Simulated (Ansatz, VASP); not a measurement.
## Ga27P26 (V_P) in two plane-wave programs

Aim: how closely do two programs agree when they are given the same cell, functional and k mesh? The cell is taken from a series of runs on this material, whose earlier steps may have relaxed, scaled, displaced or heated it; both programs get it as it stands.

Calculated with Ansatz 0.2.0; plane waves, with VASP 6.6.1 beside it; single point at r2SCAN.

## Step 1: The starting structure

The cell holds 53 atoms: 27 Ga and 26 P. Cell: a = 11.565 Å, b = 11.565 Å, c = 11.565 Å, α = 60.0°, β = 60.0°, γ = 60.0°. It derives from GaP (GaP (F-43m)). Nearest the centre at fractional (0.583, 0.583, 0.250): Ga23 at 2.04 Å, Ga17 at 2.04 Å, Ga25 at 2.05 Å, Ga26 at 2.24 Å, P32 at 3.79 Å, P38 at 3.79 Å, P45 at 3.79 Å, P34 at 3.79 Å. The cell carries charge −1.

Structure file:

```xyz
53
Lattice="0.0000 8.1774 8.1774 8.1774 0.0000 8.1774 8.1774 8.1774 0.0000" Properties=species:S:1:pos:R:3 pbc="T T T"
Ga    8.1729    8.1736    0.0061
Ga    2.7275    2.7262    0.0182
Ga    5.4504    5.4512    0.0051
Ga    2.7429    8.1791   10.9102
Ga    5.4382   10.8835   10.9041
Ga    8.1729    5.4525    2.7259
Ga   13.6164   16.3501   13.6146
Ga    8.1751    2.7375    5.4682
Ga   10.9031    5.4647    5.4584
Ga    8.1801    2.7415   10.9092
Ga   10.8820    5.4398   10.9037
Ga    5.4526    8.1742    2.7276
Ga   10.8956   10.8958    5.4499
Ga    5.4385    5.4392    5.4688
Ga    8.1785    8.1787    5.4717
Ga    5.4388    2.7378    8.1702
Ga    7.9722    5.6252    8.3560
Ga   10.8825    8.1724    8.1705
Ga   16.3504   13.6160   13.6141
Ga    2.7368    8.1741    5.4683
Ga    5.4640   10.9044    5.4575
Ga    2.7383    5.4409    8.1703
Ga    5.6289    7.9748    8.3562
Ga    8.1730   10.8829    8.1698
Ga    5.6264    5.6241   10.7075
Ga    8.1020    8.1052   10.8350
Ga   10.9152   10.9161   10.9053
P     4.0822    4.0837    4.0870
P     6.8093    6.8097    4.0996
P     9.5333    9.5326    4.0864
P     6.8170    4.1231    6.8534
P     9.4905    6.7941    6.8569
P    12.2602    9.5331    6.8145
P     9.4912    4.1264    9.5242
P    12.2557    6.8127    9.5443
P    14.9872    9.5468    9.5412
P     4.1245    6.8188    6.8547
P     6.7943    9.4922    6.8556
P     9.5338   12.2612    6.8147
P     9.5273    9.5279    9.5489
P    12.3016   12.3018    9.5485
P     9.5265    6.8181   12.2583
P    12.2681    9.5411   12.2717
P    14.9722   12.3020   12.2228
P     4.1268    9.4911    9.5248
P     6.8121   12.2555    9.5434
P     9.5464   14.9879    9.5412
P     6.8166    9.5284   12.2595
P     9.5405   12.2694   12.2716
P    12.3036   14.9713   12.2230
P     9.5409    9.5409   15.0000
P    12.2644   12.2651   14.9956
P    14.9899   14.9893   14.9869
```

## Step 2: VASP: single point, r2SCAN

A single point gives forces, pressure and levels at one fixed geometry, so differences don't come from the geometry; what else differs is listed under the comparison.

Lines of VASP's logs that name or quote its potential files are left out, and so is its time.

The input, INCAR:

```
SYSTEM = Ga27P26
PREC = Accurate
ENCUT = 440
EDIFF = 1E-06
NELM = 120
ISMEAR = 0
SIGMA = 0.01
LREAL = Auto
ALGO = Normal
METAGGA = R2SCAN
LASPH = .TRUE.
NELECT = 482
NBANDS = 280
LORBIT = 11
LWAVE = .FALSE.
LCHARG = .FALSE.
ISIF = 2
ISYM = 0
GGA_COMPAT = .FALSE.
EFERMI = MIDGAP
LMIXTAU = .TRUE.
KPAR = 4
```

The input, POSCAR:

```
Ga27P26
1.0
    0.0000000000      8.1774375000      8.1774375000
    8.1774375000      0.0000000000      8.1774375000
    8.1774375000      8.1774375000      0.0000000000
Ga P
27 26
Direct
    0.0004200000      0.0003300000      0.9991100000
    0.0010300000      0.0011900000      0.3323500000
    0.0003600000      0.0002600000      0.6662600000
    0.9994800000      0.3347000000      0.0007200000
    0.9996700000      0.3337700000      0.3312500000
    0.0003300000      0.3330100000      0.6664400000
    0.9996000000      0.6653000000      0.9998200000
    0.0018700000      0.6668200000      0.3328900000
    0.0012300000      0.6662700000      0.6670400000
    0.3344900000      0.9995700000      0.0007600000
    0.3339400000      0.9994500000      0.3312800000
    0.3331900000      0.0003600000      0.6664200000
    0.3332400000      0.3332200000      0.9991800000
    0.3344300000      0.3343400000      0.3307200000
    0.3345700000      0.3345500000      0.6655800000
    0.3344100000      0.6647100000      0.0003900000
    0.3674100000      0.6544200000      0.3204800000
    0.3338700000      0.6652800000      0.6655100000
    0.6652300000      0.9996100000      0.9998400000
    0.6668100000      0.0019000000      0.3327800000
    0.6663400000      0.0010400000      0.6671400000
    0.6648100000      0.3343200000      0.0005400000
    0.6543700000      0.3674900000      0.3208500000
    0.6652200000      0.3338400000      0.6656200000
    0.6545600000      0.6548400000      0.0332000000
    0.6626900000      0.6623000000      0.3284800000
    0.6668500000      0.6667400000      0.6680600000
    0.2499900000      0.2498000000      0.2494000000
    0.2506900000      0.2506400000      0.5820500000
    0.2498200000      0.2499000000      0.9159000000
    0.2543300000      0.5837600000      0.2498700000
    0.2543900000      0.5841300000      0.5764400000
    0.2499200000      0.5834100000      0.9158600000
    0.2543200000      0.9103700000      0.2502900000
    0.2507700000      0.9163800000      0.5823400000
    0.2507400000      0.9160300000      0.9167200000
    0.5838600000      0.2543800000      0.2500000000
    0.5841400000      0.2542200000      0.5766400000
    0.5834400000      0.2499200000      0.9159500000
    0.5838900000      0.5838200000      0.5812500000
    0.5838500000      0.5838200000      0.9205100000
    0.5839200000      0.9151200000      0.2498500000
    0.5836000000      0.9170800000      0.5831600000
    0.5840800000      0.9106200000      0.9203000000
    0.9103700000      0.2543900000      0.2502700000
    0.9163500000      0.2506900000      0.5823500000
    0.9161000000      0.2506700000      0.9167400000
    0.9154000000      0.5837800000      0.2498100000
    0.9171900000      0.5834800000      0.5832100000
    0.9104700000      0.5842500000      0.9203300000
    0.9171500000      0.9171600000      0.2495800000
    0.9169300000      0.9168500000      0.5829400000
    0.9163200000      0.9163900000      0.9166900000
```

The input, KPOINTS:

```
Points of the shifted mesh
8
Reciprocal
 0.2500000000  0.2500000000  0.2500000000 1
 0.2500000000  0.2500000000  0.7500000000 1
 0.2500000000  0.7500000000  0.2500000000 1
 0.2500000000  0.7500000000  0.7500000000 1
 0.7500000000  0.2500000000  0.2500000000 1
 0.7500000000  0.2500000000  0.7500000000 1
 0.7500000000  0.7500000000  0.2500000000 1
 0.7500000000  0.7500000000  0.7500000000 1
```

The projector-augmented-wave data sets are Ga_d and P (PBE family, release 64).

The run is started by

```
$ mpirun -np 8 vasp_std
```

Numbers of over 12 decimals in the logs are rounded to 6 here.

What it wrote:

```text
[banner, memory and clock lines left out]
running    8 mpi-ranks, on    1 nodes
[...]
|                                                                             |
|           W    W    AA    RRRRR   N    N  II  N    N   GGGG   !!!           |
|           W    W   A  A   R    R  NN   N  II  NN   N  G    G  !!!           |
|           W    W  A    A  R    R  N N  N  II  N N  N  G       !!!           |
|           W WW W  AAAAAA  RRRRR   N  N N  II  N  N N  G  GGG   !            |
|           WW  WW  A    A  R   R   N   NN  II  N   NN  G    G                |
|           W    W  A    A  R    R  N    N  II  N    N   GGGG   !!!           |
|                                                                             |
|     For optimal performance we recommend to set                             |
|       NCORE = 2 up to number-of-cores-per-socket                            |
|     NCORE specifies how many cores store one orbital (NPAR=cpu/NCORE).      |
|     This setting can greatly improve the performance of VASP for DFT.       |
[...]
DAV:   5    -0.622457786059E+03   -0.11361E+02   -0.11296E+02  6696   0.217E+01BRMIX: very serious problems
 the old and the new charge density differ
 old charge density:   481.00000 new  482.00000
BRMIX: very serious problems
 the old and the new charge density differ
 old charge density:   481.00000 new  482.00000
BRMIX: very serious problems
 the old and the new charge density differ
 old charge density:   481.00000 new  482.00000
BRMIX: very serious problems
 the old and the new charge density differ
 old charge density:   481.00000 new  482.00000
    0.252E+01
DAV:   6    -0.594612738911E+03    0.27845E+02   -0.20019E+01  6256   0.202E+01    0.158E+01
DAV:   7    -0.548813697014E+03    0.45799E+02   -0.93593E+00  4952   0.713E+00    0.614E+00
DAV:   8    -0.562213039880E+03   -0.13399E+02   -0.11175E+01  4808   0.806E+00    0.204E+00
DAV:   9    -0.561397606194E+03    0.81543E+00   -0.14599E+00  5432   0.446E+00    0.190E+00
[...]
DAV:  27    -0.561426753820E+03   -0.16389E-04   -0.11005E-04  5448   0.766E-02    0.402E-02
DAV:  28    -0.561426758300E+03   -0.44799E-05   -0.40935E-05  5232   0.207E-02    0.345E-02
DAV:  29    -0.561426758287E+03    0.12660E-07   -0.32612E-06  3568   0.113E-02
   1 F= -.56142676E+03 E0= -.56142676E+03  d E =-.232523E-39
```

OUTCAR, selected parts (step 2):

```text
  Total        1.7834336      1.8500887      1.8325351      0.2299427      0.2760873      0.2598797
  in kB        2.6126776      2.7103253      2.6846099      0.3368592      0.4044597      0.3807161
  external PRESSURE =       2.6692043 kB  Pullay stress =       0.0000000 kB

 POSITION                                       TOTAL-FORCE (eV/Angst)
 -----------------------------------------------------------------------------------
      8.17286      8.17359      0.00613         0.005676      0.002385     -0.008127
      2.72750      2.72619      0.01815        -0.009939     -0.003887     -0.005432
      5.45043      5.45124      0.00507         0.003993      0.000679     -0.009390
      2.74288      8.17907     10.91017         0.003172     -0.004578      0.002497
      5.43816     10.88352     10.90412        -0.000961     -0.002739     -0.006707
      8.17294      5.45247      2.72587         0.004688      0.005104      0.000590
     13.61641     16.35013     13.61462        -0.002042      0.000338     -0.007886
      8.17507      2.73748      5.46817        -0.007433     -0.005091      0.001994
     10.90306      5.46474      5.45844         0.010581      0.009334     -0.003017
      8.18014      2.74149     10.90919        -0.006237      0.006661      0.005171
     10.88196      5.43979     10.90371        -0.000948     -0.006086     -0.006299
      5.45255      8.17425      2.72758        -0.000047      0.000349     -0.008464
     10.89562     10.89578      5.44993        -0.003489     -0.002141     -0.001149
      5.43849      5.43922      5.46882         0.002446      0.003811     -0.000952
[...]
-----------------------------------------------------------------------------------
    total drift:                                0.019966      0.021784     -0.030640

  FREE ENERGIE OF THE ION-ELECTRON SYSTEM (eV)
  ---------------------------------------------------
  free  energy   TOTEN  =      -561.4267582873 eV

  energy  without entropy=     -561.4267582873  energy(sigma->0) =     -561.42675829

[... 2 further parts left out ...]
```

The run ends at a pressure of 0.27 GPa, with forces up to 0.016 eV/Å.

## Step 3: Ansatz: single point, r2SCAN

Ansatz runs on its PAW soft_1 files.

The same cell, functional and mesh now go to Ansatz.

The input, input.yaml:

```yaml
crystal:
  checkpoint: "../qm1.relax.run"
  host: checkpoint
total_charge: -1
basis:
  ecutwfc: 500
  xc_grid: 2
hamiltonian:
  xc: r2scan
  pseudopotentials: { kind: paw, azcp: { folder: soft_1 } }
kpoints:
  mp_grid: { grid: [2, 2, 2], shift: [0.5, 0.5, 0.5] }
scf:
  occupations: { method: fixed }
  max_iter: 80
output:
  forces: true
  charged_corrections:
    epsilon: 10.68
    static_epsilon: 12.72
    defect_position: [0.583333, 0.583333, 0.25]
  eigenvalues: true
  eigenstates: { localisation: true }
checkpoint:
  read: "../qm1.relax.run"
  write: "../qm1.semi.run"
  compress: false
  write_wavefunctions: false
  write_every: 100000
```

The run is started by

```
$ ansatz run input.yaml --threads 32 --pin off --max-ram 84787MiB --backend cuda --events-out ev --progress --plain --runs-dir out --max-vram 78GiB
```

What it wrote:

```text
crystal.checkpoint: the structure is that of <dir>, a `relax` run, at its step 7: its result, under r2scan at a charge of -1 e; 53 atoms read, 0 with a starting moment; crystal.structure_sha256 for this input is
Engine: ansatz 0.2.0, aarch64-unknown-linux-gnu
Pseudopotentials: kind: paw
Pseudopotential: Ga, paw, valence charge 13, recommended cutoff 500 eV (meta_gga), soft_1/Ga.paw.azcp
Pseudopotential: P, paw, valence charge 5, recommended cutoff 500 eV (meta_gga), soft_1/P.paw.azcp
Functional definition: r2SCAN
  parameter k0 = 0.174
  parameter k1 = 0.065
  parameter a1 = 4.9479
  exchange = r2scan_x(k0 = k0, k1 = k1, a1 = a1)
  correlation = r2scan_c
device memory: the entry about to start is reckoned to put 14.5 GiB on a device that reports 165.7 GiB free (of which the cap on the GPU budget leaves the run 78.0 GiB)
GPU FFT provider: cuFFT
GPU libraries: cuBLAS 13.8.1, cuFFT 12.4.0, cuSOLVER 12.3.2
GPU matrix products: emulated (plane waves: as basis.precision tells), large ones in fixed point in workspaces of 1.00 GiB
Crystal: 53 atoms, lattice volume = 1093.658 Å³
Basis set: ecut = 500 eV, 27725 PW (Γ), exchange–correlation on 180×180×180 points (8 copies of the dense FFT grid, shifted against one another)
Bands: 294, of which v1, the nominal top of the filled ones, is band 241 counted from 1 (240 counted from 0)
Symmetry: 1 space group operations
Space group: P1 (ITA 1), of the structure as read, at distance tolerance 1.0e-4 Å
k-points: 4 of 8 (time reversal used)
Non-local potential: Ga, projectors of the file, l = 0: 2, l = 1: 2, l = 2: 3, l = 3: 1
Non-local potential: P, projectors of the file, l = 0: 2, l = 1: 2, l = 2: 1
PAW form: soft (Blöchl's): semilocal exchange-correlation on the pseudo side does not see the compensation charge
PAW frozen core: Ga, regenerated for the run's functional (the file was generated under x = pbe(κ = 0.804, μ = 0.219515), c = pbe(β = 0.066725))
PAW frozen core: P, regenerated for the run's functional (the file was generated under x = pbe(κ = 0.804, μ = 0.219515), c = pbe(β = 0.066725))
PAW one-centre angular grid: Ga, 590 points (default); XC on 160 Gauss nodes
PAW one-centre angular grid: P, 302 points (default); XC on 160 Gauss nodes
Initial density: read from a saved state, or passed on in memory by an earlier SCF of this step, an earlier step, the calling program or the single point that the run made first
Stability of the state it starts from, as read at its close in the unpolarized treatment: not read negative (Ritz values of 1 − χ₀K, real part plus size of imaginary part, from 0.93 to 1.2, by its mixing steps under no symmetry)
Initial wavefunctions: those read from a saved state, or passed on in memory by an earlier step or the calling program
GPU buffer pool allocated for 729000 grid points (all kernels)
GPU transforms: local potential and band sums: pruned to the plane-wave sphere, on 90×90×90
Functional: x = r2scan, c = r2scan; τ floored in thin density (d = 2e-4 eV/Å³)
SCF iter   1: F=—  HF=-122092.553573 eV  |Δ(HF+E_count)|=         —  Δρ=1.09e-6  dr2=1.52e-8  dr2_τ=1.02e-10  Hψ=2914
preconditioner: auto → Resta (q_TF=auto, 2.380 Å⁻¹)  ε∞=3.9  [insulator: Δε(μ)=0.184 eV  Ē_g=14.483 eV  n_scr=258 (ndim 8)  ℏωp=24.7 eV  f_vac=0.006  ε∞_Penn≈3.9]
SCF iter   2: F=-122092.553573 eV  HF=-122092.553573 eV  |Δ(HF+E_count)|=   7.81e-9  Δρ=7.32e-7  dr2=7.07e-9  dr2_τ=4.05e-11  Hψ=2641
SCF 1 converged in 2 iterations: F = -122092.553573 eV  dr2 = 7.07e-9
  greatest PAW one-centre occupation: 0.993 electrons in one spin orbital (limit 2), on the Ga atom at site 43 (counted from 0), in its partial waves of l = 2
SCF converged after 2 iterations
Free energy (F): -122092.553573 eV
Harris-Foulkes:  -122092.553573 eV  (|F-HF|=5.28e-9)
Internal energy: -122092.553573 eV  (E = F + TS)
E sigma→0 (E₀):  -122092.553573 eV
Fermi energy:    7.834220 eV
--- Per-component energies (eV) ---
  E_band       = -1907.801145
  E_kinetic    = 4789.788338
  E_local      = -45345.952353  (includes V_loc(G=0)·N_el)
  E_nonlocal   = -1635.084991
  E_hartree    = 27489.465722
  E_xc         = -3328.658489
  E_vxc        = -3263.133704  (∫ρ·V_xc dr)
  E_paw        = -68891.802059  (= ΣΔE_a)
  E_vpaw       = -11589.732516  (= ΣTr[D̂ρ^β])
  E_aug_tail   = 0.000843  (compensation charges beyond the density's cutoff)
  E_vtau       = 157.382293  (kinetic-family band-sum trace: ∫τ·v_τ [+ j·A + Jᵃ·Aᵃ] dr)
  E_ewald      = -35150.315923
  E_core_change = -19.994662  (= ΣΔE_core)
  E_smearing   = -0.000000  (= −TS)
  E_closure    = 0.000000  (closes the sum)
  E_deformation_potential = -13.238458  (in the stress; not in F)
  Σ components = -122092.553573   (vs F -122092.553573, Δ=0.00e0)
--- Forces (eV/Å), atoms counted from 1 ---
  atom   1  Ga     0.00313931     0.00031300    -0.00335489
  atom   2  P     -0.00033542     0.00005468    -0.00036225
  atom   3  Ga    -0.00264865     0.00436864     0.00707213
  atom   4  P      0.00430257     0.00006858    -0.00557007
  atom   5  Ga    -0.00354861    -0.00555410    -0.00558655
  atom   6  P     -0.00064232    -0.00037165    -0.00387932
  [... 47 more lines of this table ...]
  max |Σ_I F_I| component: 4.70e-4 eV/Å
--- Charged-cell corrections in eV (Makov–Payne, q = -1.000 e, ε = 10.680 of the electrons, 12.720 with the ions) ---
  F (periodic)     = -122092.553573  (uncorrected; the corrections below are reported, never added to it)
  E_corr1          = +0.188986  (monopole, q²α_M/2εL)
  F Makov-Payne    = n/a  (the rows are of the electrons' constant alone; ansatz place-levels tells what screens the charge)
  no potential alignment in this run, which stands beside a crystal: run the host's input off ansatz write-host-input, and read the two finished runs by ansatz place-levels (neither reads a slab, a wire or a sheet, whose cell leaves a vacuum)
--- Band table (eV) ---
  k-point 0: bands = ["-8.4326", "-8.4326", "-8.4302", "-8.4273", "-8.4271", "-8.4225", "-8.4170", "-8.4168", "-8.4104", "-8.4084", "-8.4083", "-8.4028", "-8.3853", "-8.3839", "-8.3837", "-8.3727", "-
  k-point 1: bands = ["-8.4375", "-8.4339", "-8.4329", "-8.4290", "-8.4263", "-8.4216", "-8.4158", "-8.4130", "-8.4094", "-8.4069", "-8.4060", "-8.4021", "-8.3851", "-8.3842", "-8.3821", "-8.3735", "-
  k-point 2: bands = ["-8.4375", "-8.4339", "-8.4329", "-8.4290", "-8.4264", "-8.4216", "-8.4157", "-8.4130", "-8.4095", "-8.4069", "-8.4059", "-8.4021", "-8.3853", "-8.3840", "-8.3820", "-8.3735", "-
  k-point 3: bands = ["-8.4376", "-8.4339", "-8.4329", "-8.4289", "-8.4264", "-8.4215", "-8.4157", "-8.4130", "-8.4095", "-8.4069", "-8.4060", "-8.4021", "-8.3852", "-8.3841", "-8.3821", "-8.3736", "-
```

## Step 4: Side by side

Known differences besides the potentials themselves: VASP keeps PBE cores, Ansatz makes them for the functional; fixed occupations in Ansatz, narrow Gaussian smearing in VASP; the cutoff is 500 eV in Ansatz and 440 eV in VASP (PREC = Accurate, projectors in real space). Total energies have different zeros and are not compared.

Both answers:

```tsv
quantity	Ansatz	VASP	difference
gap on the k mesh (eV)	0.184	0.185	-0.001
```

At this near-relaxed geometry the largest component of a force difference is 12 meV/Å. A gap on the mesh is an upper bound, since the band edges may lie between its points. VASP's last cycles still show a density residual of 3e-03, so its state may not be settled. The cell carries a charge of -1 e against a uniform background, so its pressure also hangs on how the neutralising background is counted, and in a defect's cell a gap may be the spacing between its levels.

## Step 5: What came out

```yaml
difference_in_gap_on_the_k_mesh_single_point_r2scan: -0.0011 eV
```

In words: The difference in gap on the k mesh is -0.0011 eV (single point, r2SCAN), within the 0.08 eV picked in this series as the mark of a large difference. Such differences can come from data sets, numerical settings and the points named under the comparisons, not from the functional's error against experiment.

[Lines on the potential files, build, host, timing and source positions are cut from VASP's logs without a mark.]

[Logs are printed without paths, hosts, clocks, repeated set-up lines and the standing remarks that a program may print on its own settings, such as how far it seeks lower states.]

[Hosts, paths, dates, database ids (printed as entryN), source tags and the programs' standing remarks are cut or masked in the printed files.]
